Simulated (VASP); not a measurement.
## VASP 6.6.1 run: BeS

INCAR

```
ENCUT = 520
ALGO = Normal
SIGMA = 0.01
IBRION = -1
NSW = 0
EDIFF = 1E-7
LASPH = .TRUE.
LREAL = .FALSE.
LCHARG = .FALSE.
PREC = Accurate
ISIF = 2
LWAVE = .FALSE.
METAGGA = R2SCAN
NELECT = 7
ISMEAR = 0
NBANDS = 11
NELM = 120
```

KPOINTS

```
KPOINTS created by Atomic Simulation Environment
0
Gamma
10 10 10
0 0 0
```

POSCAR

```
Be S
 1.0000000000000000
     0.0000000000000000    2.4343062303999998    2.3430197467000000
     2.4343062303999998    0.0000000000000000    2.3430197467000000
     2.4343062303999998    2.4343062303999998    0.0000000000000000
 Be  S
   1   1
Cartesian
  0.0000000000000000  0.0000000000000000  0.0000000000000000
  1.2171531151999999  1.2171531151999999  1.1715098733500000
```

The recommended PBE PAW datasets give the neutral cell 8 valence electrons.

Command

```
mpirun -np 1 vasp_std
```

Question: Predict the outcome of this run.

Answer: It converged. Results: pressure -51.5 GPa.

OSZICAR

```
N       E                     dE             d eps       ncg     rms          rms(c)
DAV:   1     0.625495226812E+01    0.62550E+01   -0.31674E+03  2252   0.506E+02
DAV:   2    -0.179105020666E+02   -0.24165E+02   -0.23552E+02  2934   0.104E+02
DAV:   3    -0.188279276044E+02   -0.91743E+00   -0.91332E+00  2904   0.200E+01
DAV:   4    -0.188330386750E+02   -0.51111E-02   -0.51101E-02  2805   0.172E+00
DAV:   5    -0.188330787227E+02   -0.40048E-04   -0.40047E-04  2927   0.149E-01    0.588E+00
DAV:   6    -0.179254415255E+02    0.90764E+00   -0.73746E-01  2595   0.412E+00    0.316E+00
DAV:   7    -0.179524372282E+02   -0.26996E-01   -0.39735E-02  2911   0.146E+00    0.104E+00
DAV:   8    -0.179579641540E+02   -0.55269E-02   -0.54428E-03  2839   0.577E-01    0.169E-01
DAV:   9    -0.179584279424E+02   -0.46379E-03   -0.54615E-04  3121   0.193E-01    0.429E-02
DAV:  10    -0.179584679350E+02   -0.39993E-04   -0.35843E-05  2652   0.496E-02    0.631E-03
DAV:  11    -0.179584687009E+02   -0.76594E-06   -0.10675E-06  3231   0.767E-03    0.306E-03
DAV:  12    -0.179584683711E+02    0.32984E-06   -0.13311E-07  2634   0.249E-03    0.113E-03
DAV:  13    -0.179584684057E+02   -0.34600E-07   -0.17832E-08  1455   0.721E-04
   1 F= -.17958468E+02 E0= -.17958353E+02  d E =-.231439E-03
```

The cell is charged and sits in a uniform background.

For comparison, a separate r²SCAN run of the intended cell, on usual settings and not on those above, gives a gap of 3.17 eV on its mesh and a pressure of 4.3 GPa.
